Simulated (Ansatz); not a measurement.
# Al2Pt (Fm-3m) in Ansatz: reference runs

Aim: a first look at Al2Pt with PBE, on the cell as given and on a disturbed one.

Everything below comes from runs of Ansatz 0.2.0. Logs are shortened: lines on timing, memory, paths and dates and some standing lists are left out, and cuts for length are marked.

## Step 1: The crystal as given

Symmetry: Fm-3m, No. 225, cubic system. The conventional cell has a = 5.910 Å, b = 5.910 Å, c = 5.910 Å, α = 90.00°, β = 90.00°, γ = 90.00°. Pt (site symmetry m-3m) is surrounded by 8 Al at 2.56 Å. Al (site symmetry -43m) is surrounded by 4 Pt at 2.56 Å.

## Step 2: Single point, PBE

Contents of input.yaml:

```yaml
crystal:
  lattice:
    - [0.0, 2.955, 2.955]
    - [2.955, 0.0, 2.955]
    - [2.955, 2.955, 0.0]
  atoms:
    - { symbol: Pt, position: [0.0, 0.0, 0.0] }
    - { symbol: Al, position: [0.75, 0.75, 0.75] }
    - { symbol: Al, position: [0.25, 0.25, 0.25] }
hamiltonian:
  xc: pbe
  pseudopotentials: { kind: paw }
kpoints:
  mp_grid: { grid: [8, 8, 8] }
scf:
  occupations: { method: fermi_dirac, width: 0.05 }
output:
  forces: true
  stress: true
  eigenvalues: true
```

Potentials or basis: Ansatz PAW.

Launch:

```sh
> ansatz run input.yaml --threads 2 --pin off --max-ram 5120MiB --backend cpu --events-out ev --progress --plain --runs-dir out
```

Standard output:

```text
Warning: RAYON_NUM_THREADS=2 ignored (pool sized by the plan → 2); use --threads N
Engine: ansatz 0.2.0, aarch64-unknown-linux-gnu
Pseudopotentials: kind: paw
Pseudopotential: Pt, paw, valence charge 18, recommended cutoff 420 eV (normal), Pt.paw.azcp
Pseudopotential: Al, paw, valence charge 3, recommended cutoff 420 eV (normal), Al.paw.azcp
Functional definition: PBE
  parameter kappa = 0.804
  parameter beta = 0.06672455060314922
  exchange = pbe_x(kappa = kappa, mu = beta*pi^2/3)
  correlation = pbe_c(beta = beta)
Crystal: 3 atoms, lattice volume = 51.606 Å³
Basis set: ecut = 420 eV, 965 PW (Γ), exchange–correlation on 60×60×60 points (8 copies of the dense FFT grid, shifted against one another)
Bands: 16, of which v1, the nominal top of the filled ones, is band 12 counted from 1 (11 counted from 0)
Symmetry: 48 space group operations
Space group: Fm-3m (ITA 225), of the structure as read, at distance tolerance 3.7e-5 Å
k-points: 29 of 512
Non-local potential: Pt, projectors of the file, l = 0: 3, l = 1: 2, l = 2: 2, l = 3: 1
Non-local potential: Al, projectors of the file, l = 0: 2, l = 1: 2, l = 2: 1
PAW form: soft (Blöchl's): semilocal exchange-correlation on the pseudo side does not see the compensation charge
PAW one-centre angular grid: Pt, 590 points (default); XC on 64 Gauss nodes
PAW one-centre angular grid: Al, 110 points (default); XC on 64 Gauss nodes
Initial density: superposition of atomic densities (neutral atoms: chi_scale 0, normalization atom), corrected by the library's trained network
Initial wavefunctions: pseudopotential atomic-orbital guess
Functional: x = pbe(κ = 0.804, μ = 0.2195149727645171), c = pbe(β = 0.06672455060314922)
SCF iter   1: F=—  HF=-13600.653456 eV  |F-HF|=—  |Δ(HF+E_count)|=         —  Δρ=1.58e-3  dr2=1.43e-3  ethr=1.77e-3  ⟨swp⟩=5.9  Hψ=2440  notcnv=0
preconditioner: auto → Kerker (q_TF=auto, 2.401 Å⁻¹)  [metal: Δε(μ)=0.097 eV  Ē_g=8.310 eV  σ=0.050 eV  W_gap=0.43  n_scr=14 (ndim 8)  ℏωp=20.7 eV  f_vac=0.001  D(μ)=1.50/eV (n_scr^D=14)]
SCF iter   2: F=—  HF=-13600.653747 eV  |F-HF|=—  |Δ(HF+E_count)|=   2.91e-4  Δρ=8.08e-4  dr2=2.98e-4  ethr=5.96e-6  ⟨swp⟩=2.1  Hψ=863  notcnv=0
SCF iter   3: F=—  HF=-13600.653785 eV  |F-HF|=—  |Δ(HF+E_count)|=   3.73e-5  Δρ=1.99e-4  dr2=2.01e-5  ethr=1.24e-6  ⟨swp⟩=2.2  Hψ=669  notcnv=0
SCF iter   4: F=—  HF=-13600.653756 eV  |F-HF|=—  |Δ(HF+E_count)|=   2.81e-5  Δρ=4.18e-5  dr2=6.87e-7  ethr=8.36e-8  ⟨swp⟩=2.6  Hψ=675  notcnv=0
iter 5 did not close the SCF: its close was put off for the readings that it lacked (scf_convergence_deferred on its scf_iter line)
SCF iter   5: F=-13600.653756 eV  HF=-13600.653756 eV  |F-HF|=7.35e-9  |Δ(HF+E_count)|=   1.00e-7  Δρ=7.32e-6  dr2=2.27e-8  ethr=2.86e-9  ⟨swp⟩=2.4  Hψ=748  notcnv=0
SCF iter   6: F=-13600.653756 eV  HF=-13600.653756 eV  |F-HF|=2.57e-9  |Δ(HF+E_count)|=   2.36e-9  Δρ=2.40e-6  dr2=3.82e-9  ethr=9.47e-11  ⟨swp⟩=2.6  Hψ=1666  notcnv=0
SCF 1 converged in 6 iterations: F = -13600.653756 eV  dr2 = 3.82e-9
SCF converged after 6 iterations
Free energy (F): -13600.653756 eV
Harris-Foulkes:  -13600.653756 eV  (|F-HF|=2.57e-9)
Internal energy: -13600.641233 eV  (E = F + TS)
E sigma→0 (E₀):  -13600.647495 eV
Entropy (-TS):   -0.012523 eV (-4.174 meV/atom)
Fermi energy:    11.366820 eV
--- Per-component energies (eV) ---
  E_band       = -311.065956
  E_kinetic    = 687.163618
  E_local      = -2700.641653  (includes V_loc(G=0)·N_el)
  E_nonlocal   = 217.518271
  E_hartree    = 1072.771485
  E_xc         = -343.531981
  E_vxc        = -363.783557  (∫ρ·V_xc dr)
  E_paw        = -10388.768459  (= ΣΔE_a)
  E_vpaw       = -296.862093  (= ΣTr[D̂ρ^β])
  E_aug_tail   = 0.000184  (compensation charges beyond the density's cutoff)
  E_ewald      = -2145.152698
  E_smearing   = -0.012523  (= −TS)
  E_closure    = -0.000000  (closes the sum)
  Σ components = -13600.653756   (vs F -13600.653756, Δ=0.00e0)
--- Forces (eV/Å), atoms counted from 1 ---
  atom   1  Pt    -0.00000000     0.00000000     0.00000000
  atom   2  Al     0.00000000    -0.00000000     0.00000000
  atom   3  Al    -0.00000000    -0.00000000     0.00000000
  max |Σ_I F_I| component: 4.63e-17 eV/Å
--- Stress (GPa, compression-positive) ---
        2.486650       0.000000      -0.000000
        0.000000       2.486650       0.000000
       -0.000000      -0.000000       2.486650
  P = ⅓ Tr σ = 2.4867 GPa (24.867 kbar)
--- Band table (eV; the first three rows and the last of 29) ---
  k-point 0: bands = ["-87.4679", "-41.7022", "-41.7022", "-41.7022", "1.1720", "6.3401", "6.3401", "6.3401", "7.6930", "7.6930", "14.3578", "15.2080", "15.2080", "15.2080", "16.8077", "16.8077"]
  k-point 1: bands = ["-87.4679", "-41.7026", "-41.7022", "-41.7022", "1.3867", "6.2150", "6.4103", "6.4103", "7.6706", "7.6706", "13.0406", "14.6574", "14.6574", "14.6937", "17.3230", "17.3479"]
  k-point 2: bands = ["-87.4679", "-41.7034", "-41.7024", "-41.7024", "2.0047", "5.9190", "6.5575", "6.5575", "7.6761", "7.6761", "10.5144", "13.6703", "13.6703", "15.1432", "16.8259", "16.8727"]
  k-point 28: bands = ["-87.4679", "-41.7039", "-41.7039", "-41.7031", "5.3803", "5.3803", "6.0047", "6.3039", "7.6119", "8.1342", "8.6124", "8.6124", "10.5112", "16.5915", "16.5915", "17.5699"]
```

Run time: 0.8 s. Hardware: 2 threads of Arm Neoverse V1, shared host; peak memory 0.31 GiB.

Results:

| Quantity | Value |
| --- | --- |
| Free energy | -13600.6538 eV |
| Pressure | 2.5 GPa |
| Band gap on the k mesh | none (metal or under the smearing width) |

Levels at points of the mesh, in eV from the Fermi level:
```
             k point  band 8  band 9  band 10  band 11  band 12  band 13  band 14  band 15  band 16
  (0.00, 0.00, 0.00)   -5.03   -3.67    -3.67     2.99     3.84     3.84     3.84     5.44     5.44
 (0.00, 0.00, -0.50)   -4.71   -3.68    -3.45    -3.45     1.05     1.05     3.80     5.18     5.18
(0.00, -0.50, -0.50)   -3.76   -3.76    -3.39    -3.17    -1.57    -1.57     3.18     3.41     8.06
```

## Step 3: Single point, PBE (atoms moved at random, drawn with an rms of 0.05 Å)

Contents of input.yaml:

```yaml
crystal:
  lattice:
    - [0.0, 2.955, 2.955]
    - [2.955, 0.0, 2.955]
    - [2.955, 2.955, 0.0]
  atoms:
    - { symbol: Pt, position: [0.011728, -0.01505, -0.00564] }
    - { symbol: Al, position: [0.754024, 0.753359, 0.743573] }
    - { symbol: Al, position: [0.251032, 0.248813, 0.25647] }
hamiltonian:
  xc: pbe
  pseudopotentials: { kind: paw }
kpoints:
  mp_grid: { grid: [8, 8, 8] }
scf:
  occupations: { method: fermi_dirac, width: 0.05 }
output:
  forces: true
  stress: true
  eigenvalues: true
  write_density: true
  write_potential: true
  elf: true
  volumetric_format: npy
```

Potentials or basis: Ansatz PAW.

Launch:

```sh
> ansatz run input.yaml --threads 2 --pin off --max-ram 5120MiB --backend cpu --events-out ev --progress --plain --runs-dir out
```

Standard output:

```text
Warning: RAYON_NUM_THREADS=2 ignored (pool sized by the plan → 2); use --threads N
[... 9 set-up lines as earlier in the session ...]
Crystal: 3 atoms, lattice volume = 51.606 Å³
Basis set: ecut = 420 eV, 965 PW (Γ), exchange–correlation on 60×60×60 points (8 copies of the dense FFT grid, shifted against one another)
Bands: 16, of which v1, the nominal top of the filled ones, is band 12 counted from 1 (11 counted from 0)
Symmetry: 1 space group operations
Space group: P1 (ITA 1), of the structure as read, at distance tolerance 3.7e-5 Å
k-points: 260 of 512 (time reversal used)
[... 1 set-up line as earlier in the session ...]
[... 34 lines left out ...]
  E_aug_tail   = 0.000184  (compensation charges beyond the density's cutoff)
  E_ewald      = -2144.825125
  E_smearing   = -0.012391  (= −TS)
  E_closure    = 0.000000  (closes the sum)
  Σ components = -13600.629913   (vs F -13600.629913, Δ=0.00e0)
--- Forces (eV/Å), atoms counted from 1 ---
  atom   1  Pt     0.55084216    -0.07709025     0.15470334
  atom   2  Al    -0.16600961     0.14228344    -0.16357821
  atom   3  Al    -0.38483850    -0.06519265     0.00887310
  max |Σ_I F_I| component: 5.95e-6 eV/Å
--- Stress (GPa, compression-positive) ---
        2.649751       0.512873      -0.631243
        0.512873       2.831728      -0.667184
       -0.631243      -0.667184       2.803204
  P = ⅓ Tr σ = 2.7616 GPa (27.616 kbar)
--- Band table (eV; the first three rows and the last of 260) ---
  k-point 0: bands = ["-87.4705", "-41.7177", "-41.7004", "-41.6985", "1.1714", "6.3120", "6.3456", "6.3528", "7.6848", "7.6888", "14.3415", "15.1502", "15.2142", "15.2254", "16.8015", "16.8167"]
  k-point 1: bands = ["-87.4705", "-41.7181", "-41.7005", "-41.6985", "1.3885", "6.1868", "6.4204", "6.4275", "7.6582", "7.6624", "12.9899", "14.5618", "14.6523", "14.7856", "17.2372", "17.2882"]
  k-point 2: bands = ["-87.4705", "-41.7190", "-41.7006", "-41.6987", "2.0156", "5.8890", "6.5806", "6.5869", "7.6528", "7.6572", "10.4533", "13.6412", "13.6555", "15.1493", "16.7367", "16.8762"]
  k-point 259: bands = ["-87.4705", "-41.7183", "-41.7018", "-41.6998", "3.4696", "5.3179", "6.6284", "6.6521", "7.7154", "7.9027", "7.9326", "12.3675", "12.5095", "15.1216", "16.5047", "16.5976"]
```

rho_z.tsv:

```text
# z_ang	rho[e/angstrom^3]
# format = ansatz-planar-average/11
# lattice	0.000000000	2.955000000	2.955000000
# lattice	2.955000000	0.000000000	2.955000000
# lattice	2.955000000	2.955000000	0.000000000
# sites	3
# site	78	-0.061138950	0.017990040	-0.009816510
# site	13	4.423434060	4.425399135	4.454316765
# site	13	1.493111265	1.499668410	1.477041975
0.000000	1.156900e0
0.139300	1.114671e0
0.278600	1.013322e0
0.417900	8.659927e-1
0.557200	6.961926e-1
0.696500	5.321247e-1
[... 22 lines left out ...]
3.900401	1.052834e0
4.039701	1.135599e0
```

v_z.tsv:

```text
# z_ang	v_es[eV]	v_tot[eV]
# format = ansatz-planar-average/11
# xc	pbe
# density_cutoff_ev	1680
# datasets	Pt=:simpson_from_first_knot:soft	Al=:simpson_from_first_knot:soft
# lattice	0.000000000	2.955000000	2.955000000
# lattice	2.955000000	0.000000000	2.955000000
# lattice	2.955000000	2.955000000	0.000000000
# sites	3
# site	78	-0.061138950	0.017990040	-0.009816510
# site	13	4.423434060	4.425399135	4.454316765
# site	13	1.493111265	1.499668410	1.477041975
0.000000	-1.554970e0	-1.461414e1
0.139300	-1.331706e0	-1.429669e1
0.278600	-7.749242e-1	-1.353449e1
0.417900	2.105476e-1	-1.229048e1
0.557200	1.621490e0	-1.056648e1
0.696500	3.317300e0	-8.472851e0
[... 22 lines left out ...]
3.900401	-1.093862e0	-1.394188e1
4.039701	-1.498355e0	-1.450732e1
```

Wall time 11 s (2 threads of Arm Neoverse V1, shared host); peak memory 0.5 GiB.

Results:

```yaml
Free_energy: -13600.6299 eV
Pressure: 2.8 GPa
Largest_force: 0.577 eV/Å
Band_gap_on_the_k_mesh: none (metal or under the smearing width)
```

Forces in eV/Å, atoms in the order of the input:
```
Pt   0.551 -0.077  0.155
Al  -0.166  0.142 -0.164
Al  -0.385 -0.065  0.009
```

Spin-orbit coupling is left out, which matters for the levels of Pt.
